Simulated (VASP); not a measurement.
# GaAs (F-43m) in VASP: single point with PBE

Aim: the single point of GaAs with PBE.

Program: VASP 6.6.1. These are calculated values, not measurements. Logs are shortened: lines on timing, memory, paths and dates and some standing lists are left out, and cuts for length are marked.

**The experiment to reproduce.**

From “Evidence of valence band perturbations in GaAsN/GaAs(001): A combined variable-angle spectroscopic ellipsometry and modulated photoreflectance investigation”, 2008, arxiv:0805.2212, for a bulk crystal of GaAs at 300 K: band gap 1.412 ± 0.01 eV (direct).

The results are compared with them further down.

## Step 1: Starting point

It takes space group F-43m (No. 216, cubic). The conventional cell has a = 5.750 Å, b = 5.750 Å, c = 5.750 Å, α = 90.00°, β = 90.00°, γ = 90.00°. Around Ga (site symmetry -43m) lie 4 As at 2.49 Å. Around As (site symmetry -43m) lie 4 Ga at 2.49 Å.

## Step 2: Single point, PBE

The input, INCAR:

```
SYSTEM = GaAs
ALGO     = Fast           ! electronic algorithm
EDIFF    = 1E-7           ! SCF threshold, eV
ENCUT    = 450            ! plane-wave cutoff, eV
GGA      = PE             ! functional
ICORELEVEL= 1            
ISIF     = 2              ! what is computed and relaxed
ISMEAR   = 1              ! smearing method
KPAR     = 4            
LASPH    = .TRUE.         ! aspherical terms in the spheres
LCHARG   = .FALSE.        ! write CHGCAR
LREAL    = Auto         
LWAVE    = .FALSE.        ! write WAVECAR
NBANDS   = 86             ! bands
NELM     = 80             ! most SCF steps
PREC     = Normal         ! precision mode
SIGMA    = 0.1            ! smearing width, eV
```

The input, KPOINTS:

```
k-points
0
G
  4 4 4
  0 0 0
```

The input, POSCAR:

```
GaAs
1.0
    0.0000000000      5.7502320000     -5.7502320000
    5.7502320000      5.7502320000      0.0000000000
    5.7502320000      0.0000000000     -5.7502320000
Ga As
8 8
Direct
    0.5000000000      0.0000000000      0.5000000000
    0.5000000000      0.5000000000      0.5000000000
    0.0000000000      0.0000000000      0.5000000000
    0.0000000000      0.5000000000      0.5000000000
    0.5000000000      0.0000000000      0.0000000000
    0.5000000000      0.5000000000      0.0000000000
    0.0000000000      0.0000000000      0.0000000000
    0.0000000000      0.5000000000      0.0000000000
    0.3750000000      0.3750000000      0.3750000000
    0.3750000000      0.8750000000      0.3750000000
    0.8750000000      0.3750000000      0.3750000000
    0.8750000000      0.8750000000      0.3750000000
    0.3750000000      0.3750000000      0.8750000000
    0.3750000000      0.8750000000      0.8750000000
    0.8750000000      0.3750000000      0.8750000000
    0.8750000000      0.8750000000      0.8750000000
```

Potentials or basis: VASP PAW PBE potentials, release 64 (Ga_d, As).

Command:

```console
> cat potpaw_PBE.64/Ga_d/POTCAR potpaw_PBE.64/As/POTCAR > POTCAR
> mpirun -np 4 vasp_std > vasp.out
```

OUTCAR:

```text
SYSTEM = GaAs
   EDIFF = 1E-7
   ENCUT = 450
   GGA = PE
   ISIF = 2
   ISMEAR = 1
   LASPH = .TRUE.
   LREAL = Auto
   NELM = 80
   PREC = Normal

 ion  position               nearest neighbor table
   1  0.500  0.000  0.500-   9 2.49  12 2.49  14 2.49  10 2.49
   2  0.500  0.500  0.500-  10 2.49  11 2.49  13 2.49   9 2.49
   3  0.000  0.000  0.500-  10 2.49  11 2.49  16 2.49  12 2.49
   4  0.000  0.500  0.500-   9 2.49  12 2.49  15 2.49  11 2.49
   5  0.500  0.000  0.000-  10 2.49  13 2.49  16 2.49  14 2.49
   6  0.500  0.500  0.000-   9 2.49  14 2.49  15 2.49  13 2.49
[... 8 lines left out ...]
  15  0.875  0.375  0.875-   4 2.49   6 2.49   7 2.49   8 2.49
  16  0.875  0.875  0.875-   3 2.49   5 2.49   8 2.49   7 2.49

  LATTYP: Found a face centered cubic cell.
 ALAT       =    11.5004640000

  Lattice vectors:

 A1 = (   0.0000000000,   5.7502320000,  -5.7502320000)
 A2 = (   5.7502320000,   5.7502320000,   0.0000000000)
 A3 = (   5.7502320000,   0.0000000000,  -5.7502320000)

Analysis of symmetry for initial positions (statically):
=====================================================================
 Subroutine PRICEL returns following result:

  LATTYP: Found a face centered cubic cell.
 ALAT       =     5.7502320000

  Lattice vectors:

 A1 = (   0.0000000000,   2.8751160000,  -2.8751160000)
 A2 = (   2.8751160000,   2.8751160000,   0.0000000000)
 A3 = (   2.8751160000,   0.0000000000,  -2.8751160000)

   8 primitive cells build up your supercell.

 Routine SETGRP: Setting up the symmetry group for a
 face centered cubic supercell.

 Subroutine GETGRP returns: Found 24 space group operations
 (whereof 24 operations were pure point group operations)
 out of a pool of 48 trial point group operations.

The static configuration has the point symmetry T_d .

Analysis of symmetry for dynamics (positions and initial velocities):
=====================================================================
 Subroutine PRICEL returns following result:

  LATTYP: Found a face centered cubic cell.
 ALAT       =     5.7502320000

  Lattice vectors:

 A1 = (   0.0000000000,   2.8751160000,  -2.8751160000)
 A2 = (   2.8751160000,   2.8751160000,   0.0000000000)
 A3 = (   2.8751160000,   0.0000000000,  -2.8751160000)

   8 primitive cells build up your supercell.

 Routine SETGRP: Setting up the symmetry group for a
 face centered cubic supercell.

 Subroutine GETGRP returns: Found 24 space group operations
 (whereof 24 operations were pure point group operations)
 out of a pool of 48 trial point group operations.

The dynamic configuration has the point symmetry T_d .

 Subroutine INISYM returns: Found 24 space group operations
 (whereof 24 operations are pure point group operations),
 and found     8 'primitive' translations

----------------------------------------------------------------------------------------

                                     Primitive cell

  volume of cell :      47.5331

  direct lattice vectors                    reciprocal lattice vectors
     0.000000000  2.875116000 -2.875116000    -0.173906027  0.173906027 -0.173906027
     2.875116000  2.875116000  0.000000000     0.173906027  0.173906027  0.173906027
     2.875116000  0.000000000 -2.875116000     0.173906027 -0.173906027 -0.173906027

  length of vectors
     4.066028041  4.066028041  4.066028041     0.301214074  0.301214074  0.301214074

  position of ions in fractional coordinates (direct lattice)
     0.000000000  0.000000000  0.000000000
     0.750000000  0.750000000  0.750000000

  ion indices of the primitive-cell ions
   primitive index   ion index
                 1           1
                 2          10

----------------------------------------------------------------------------------------

 KPOINTS: k-points

Automatic generation of k-mesh.
 Grid dimensions read from file:
 generate k-points for:    4    4    4

 Generating k-lattice:

  Cartesian coordinates                     Fractional coordinates (reciprocal lattice)
    -0.021738253  0.021738253 -0.021738253     0.250000000  0.000000000  0.000000000
     0.021738253  0.021738253  0.021738253     0.000000000  0.250000000  0.000000000
     0.021738253 -0.021738253 -0.021738253     0.000000000  0.000000000  0.250000000

  Length of vectors
     0.037651759  0.037651759  0.037651759

  Shift w.r.t. Gamma in fractional coordinates (k-lattice)
     0.000000000  0.000000000  0.000000000

 Subroutine IBZKPT returns following result:
 ===========================================

 Found      8 irreducible k-points:

 Following reciprocal coordinates:
            Coordinates               Weight
  0.000000  0.000000  0.000000      1.000000
  0.250000  0.000000  0.000000      8.000000
  0.500000  0.000000  0.000000      4.000000
  0.250000  0.250000  0.000000      6.000000
  0.500000  0.250000  0.000000     24.000000
 -0.250000  0.250000  0.000000     12.000000
  0.500000  0.500000  0.000000      3.000000
 -0.250000  0.500000  0.250000      6.000000
   k-points           NKPTS =      8   k-points in BZ     NKDIM =      8   number of bands    NBANDS=     86
   number of dos      NEDOS =    301   number of ions     NIONS =     16
   total plane-waves  NPLWV =  74088
   dimension x,y,z NGX =    42 NGY =   42 NGZ =   42
   dimension x,y,z NGXF=    84 NGYF=   84 NGZF=   84
   ions per type =               8   8
   NGX,Y,Z   is equivalent  to a cutoff of   8.59,  8.59,  8.59 a.u.
   NGXF,Y,Z  is equivalent  to a cutoff of  17.17, 17.17, 17.17 a.u.
 SYSTEM =  GaAs
   PREC   = normal    normal or accurate (medium, high low for compatibility)
   ISTART =      0    job   : 0-new  1-cont  2-samecut
   ICHARG =      2    charge: 1-file 2-atom 10-const
   ISPIN  =      1    spin polarized calculation?
   LNONCOLLINEAR =      F non collinear calculations
   LSORBIT =      F    spin-orbit coupling
   LASPH  =      T    aspherical Exc in radial PAW
   ENCUT  =  450.0 eV  33.07 Ry    5.75 a.u.  14.07 14.07 14.07*2*pi/ulx,y,z
   NELM   =     80;   NELMIN=  2; NELMDL= -5     # of ELM steps
   EDIFF  = 0.1E-06   stopping-criterion for ELM
   LREAL  =      T    real-space projection
   EDIFFG = 0.1E-05   stopping-criterion for IOM
   NSW    =      0    number of steps for IOM
   IBRION =     -1    ionic relax: 0-MD 1-quasi-New 2-CG
   NFREE  =      0    steps in history (QN), initial steepest desc. (CG)
   ISIF   =      2    stress and relaxation
   ISYM   =      2    0-nonsym 1-usesym 2-fastsym
   POTIM  = 0.5000    time-step for ionic-motion
   TEBEG  =    0.0;   TEEND  =   0.0 temperature during run
   PSTRESS=    0.0 pullay stress
   NELECT =     144.0000    total number of electrons
   NUPDOWN=      -1.0000    fix difference up-down
   EMIN   =  10.00;   EMAX   =-10.00  energy-range for DOS
   EFERMI =   0.00;   METHOD = LEGACY
   ISMEAR =     1;   SIGMA  =   0.10  broadening in eV -4-tet -1-fermi 0-gaus
   EFERMI_NEDOS =   21; number of points for ismear=-14 and -15
   IALGO  =     68    algorithm
   IMIX   =      4    mixing-type and parameters
     AMIX     =   0.40;   BMIX     =  1.00
     AMIX_MAG =   1.60;   BMIX_MAG =  1.00
  volume/ion in A,a.u.               =      23.77       160.38
  Fermi-wavevector in a.u.,A,eV,Ry     =   1.184405  2.238201 19.086465  1.402816
  Thomas-Fermi vector in A             =   2.320620
   LORBIT       =      0    0 simple, 1 ext, 2 COOP (PROOUT), +10 PAW based schemes
   GGA     = PE    functional components
   LHFCALC =     F    Hartree Fock is set to
   AEXX    =    0.0000 exact exchange contribution
   IVDW    =     0    specifies the selected vdW correction
   LEPSILON=     F    determine dielectric tensor
   LRPA    =     F    only Hartree local field effects (RPA)
 non-spin polarized calculation
 RMM-DIIS sequential band-by-band and
 Methfessel and Paxton  Order N= 1 SIGMA  =   0.10
  energy-cutoff  :      450.00
  volume of cell :      380.26
 maximum number of plane-waves:      8291
   NGX = 29   NGY = 29   NGZ = 29

 number of electron     144.0000324 magnetization

 Free energy of the ion-electron system (eV)
  ---------------------------------------------------
  ext. energy  EPLUGINS =         0.00000000
  ---------------------------------------------------
  free energy    TOTEN  =       -66.17271247 eV

  energy without entropy =      -66.17284016  energy(sigma->0) =      -66.17275504

 the core state eigenenergies are
   1-  1s -10220.7721  2s  -1254.1595  2p  -1090.6259  3s   -140.1357  3p    -90.8661

   2-  1s -10220.7721  2s  -1254.1595  2p  -1090.6259  3s   -140.1357  3p    -90.8661

   3-  1s -10220.7721  2s  -1254.1595  2p  -1090.6259  3s   -140.1357  3p    -90.8661
[... 13 lines left out ...]
  10-  1s -11708.5306  2s  -1477.1000  2p  -1293.9280  3s   -181.0464  3p   -124.4246
       3d    -31.4452
  11-  1s -11708.5306  2s  -1477.1000  2p  -1293.9280  3s   -181.0464  3p   -124.4246
       3d    -31.4452
  12-  1s -11708.5306  2s  -1477.1000  2p  -1293.9280  3s   -181.0464  3p   -124.4246
       3d    -31.4452
  13-  1s -11708.5306  2s  -1477.1000  2p  -1293.9280  3s   -181.0464  3p   -124.4246
       3d    -31.4452
  14-  1s -11708.5306  2s  -1477.1000  2p  -1293.9280  3s   -181.0464  3p   -124.4246
       3d    -31.4452
  15-  1s -11708.5306  2s  -1477.1000  2p  -1293.9280  3s   -181.0464  3p   -124.4246
       3d    -31.4452
  16-  1s -11708.5306  2s  -1477.1000  2p  -1293.9280  3s   -181.0464  3p   -124.4246
       3d    -31.4452

 E-fermi :   3.5462     XC(G=0):  -9.3604

 val. band max:        3.4691898658   @ k =   0.0000   0.0000   0.0000
 cond. band min:       3.6131087426   @ k =   0.0000   0.0000   0.0000
 fundamental gap:      0.1439188768
 Fermi energy:         3.5462353768

 k-point     1 :       0.0000    0.0000    0.0000
  band No.  band energies     occupation
      1     -11.3498      2.00000
      2     -11.3498      2.00000
      3     -11.3498      2.00000
      4     -11.3215      2.00000
      5     -11.3215      2.00000
      6     -11.3215      2.00000
[... 685 lines left out ...]
     83       6.8886      0.00000
     84       6.8887      0.00000
 [bands above 84 left out]

------------------------ aborting loop because EDIFF is reached ----------------------------------------

  FORCE on cell =-STRESS in cart. coord.  units (eV):
  Direction    XX          YY          ZZ          XY          YZ          ZX
  --------------------------------------------------------------------------------------
  -------------------------------------------------------------------------------------
  Total       -0.1806209     -0.1806209     -0.1806209      0.0000000      0.0000000      0.0000000
  in kB       -0.7610139     -0.7610139     -0.7610139      0.0000000      0.0000000      0.0000000
  external PRESSURE =      -0.7610139 kB  Pullay stress =       0.0000000 kB

 VOLUME and BASIS-vectors are now :
 -----------------------------------------------------------------------------
  energy-cutoff  :      450.00
  volume of cell :      380.26
      direct lattice vectors                 reciprocal lattice vectors
     0.000000000  5.750232000 -5.750232000    -0.086953013  0.086953013 -0.086953013
     5.750232000  5.750232000  0.000000000     0.086953013  0.086953013  0.086953013
     5.750232000  0.000000000 -5.750232000     0.086953013 -0.086953013 -0.086953013

 POSITION                                       TOTAL-FORCE (eV/Angst)
 -----------------------------------------------------------------------------------
      2.87512      2.87512     -5.75023        -0.000000     -0.000000      0.000000
      5.75023      5.75023     -5.75023        -0.000000     -0.000000      0.000000
      2.87512      0.00000     -2.87512        -0.000000     -0.000000      0.000000
      5.75023      2.87512     -2.87512        -0.000000     -0.000000      0.000000
      0.00000      2.87512     -2.87512        -0.000000     -0.000000      0.000000
      2.87512      5.75023     -2.87512        -0.000000     -0.000000      0.000000
[... 8 lines left out ...]
      7.18779      7.18779    -10.06291         0.000000      0.000000     -0.000000
     10.06291     10.06291    -10.06291         0.000000      0.000000     -0.000000
 -----------------------------------------------------------------------------------
    total drift:                               -0.000092     -0.000088      0.000092

  FREE ENERGIE OF THE ION-ELECTRON SYSTEM (eV)
  ---------------------------------------------------
  free  energy   TOTEN  =       -66.1727124724 eV

  energy  without entropy=      -66.1728401642  energy(sigma->0) =      -66.17275504
```

Run time: 32 s. Hardware: 4 MPI ranks of Intel Xeon 6975P-C (Granite Rapids), shared host; peak memory 0.33 GiB.

What came out:

```yaml
Free_energy: -66.1727 eV
Pressure: -0.1 GPa
Band_gap_on_the_k_mesh: 0.14 eV
```

Core levels (eV, on the scale of the bands):
```csv
atom,levels
1 Ga,"1s -10220.8, 2s -1254.2, 2p -1090.6, 3s -140.1, 3p -90.9"
2 Ga,"1s -10220.8, 2s -1254.2, 2p -1090.6, 3s -140.1, 3p -90.9"
3 Ga,"1s -10220.8, 2s -1254.2, 2p -1090.6, 3s -140.1, 3p -90.9"
4 Ga,"1s -10220.8, 2s -1254.2, 2p -1090.6, 3s -140.1, 3p -90.9"
5 Ga,"1s -10220.8, 2s -1254.2, 2p -1090.6, 3s -140.1, 3p -90.9"
6 Ga,"1s -10220.8, 2s -1254.2, 2p -1090.6, 3s -140.1, 3p -90.9"
```

## Step 3: Comparison with measurements

Step 2. A measured gap of GaAs is 1.412 eV (direct; 300 K; “Evidence of valence band perturbations in GaAsN/GaAs(001): A combined variable-angle spectroscopic ellipsometry and modulated photoreflectance investigation”, 2008, arxiv:0805.2212); the calculated 0.14 eV misses it by -1.27 eV. So large a miss can be the level of theory's own, or it may mean another phase, state or a wrong row. 3 values of this kind are on record (1.412 to 1.51 eV); this one was drawn at random among those near their median, those with a stated uncertainty first. Spin-orbit coupling on As, Ga is left out. The value is that of PBE, without temperature or zero-point motion. Semilocal functionals fall short of measured gaps as a rule.
